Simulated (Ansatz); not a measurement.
TaN: frozen-core PAW against all-electron methods

```
Ta N
1.0
     2.93800    0.00000    0.00000
    -1.46900    2.54438    0.00000
     0.00000    0.00000    2.88300
Ta N
1 1
Direct
  0.33333 0.66667 0.50000
  0.00000 0.00000 0.00000
```

Atom numbers follow the list: Ta1, N2.

Conventional cell: a = 2.938 Å, b = 2.938 Å, c = 2.883 Å, α = 90.00°, β = 90.00°, γ = 120.00°. Around Ta (atom 1) lie 6 N at 2.23 Å. N (atom 2) has 6 Ta at 2.23 Å as nearest neighbours.

The cell is COD entry 1538016, as deposited and not checked against the literature; nothing was relaxed.

No spin–orbit coupling, which matters for the heavy atoms here.

Levels of theory: DFT, PBE, PAW with Ansatz's default frozen-core files, scalar-relativistic (Ansatz 0.2.0); DFT, PBE, all-electron LAPW, scalar-relativistic (Ansatz 0.2.0).

For PAW: a Γ-centred 12×12×10 k mesh, Fermi–Dirac smearing of 0.02 eV, cutoff 420 eV, no spin polarisation. LAPW targets a basis error of 0.5 meV/atom. The Ansatz runs share mesh, smearing and spin set-up. Plane-wave (PAW) pressures include the program's estimate of the Pulay term.

Stress and pressure are positive in compression.

Levels count from the Fermi level.

PAW results:

```csv
quantity,PAW
pressure (GPa),4.68
stress xx (GPa),4.32
stress zz (GPa),5.40
highest filled level at H (eV),-0.478
lowest empty level at H (eV),4.352
highest filled level at Γ (eV),-3.047
lowest empty level at Γ (eV),2.089
highest filled level at A (eV),-0.186
lowest empty level at A (eV),2.284
```

(1) What does LAPW (all electrons) give for the same quantities?

Results:

(1) 
```tsv
quantity	LAPW
pressure (GPa)	4.85
stress xx (GPa)	4.48
stress zz (GPa)	5.57
highest filled level at H (eV)	-0.472
lowest empty level at H (eV)	4.358
highest filled level at Γ (eV)	-3.036
lowest empty level at Γ (eV)	2.095
highest filled level at A (eV)	-0.189
lowest empty level at A (eV)	2.285
```
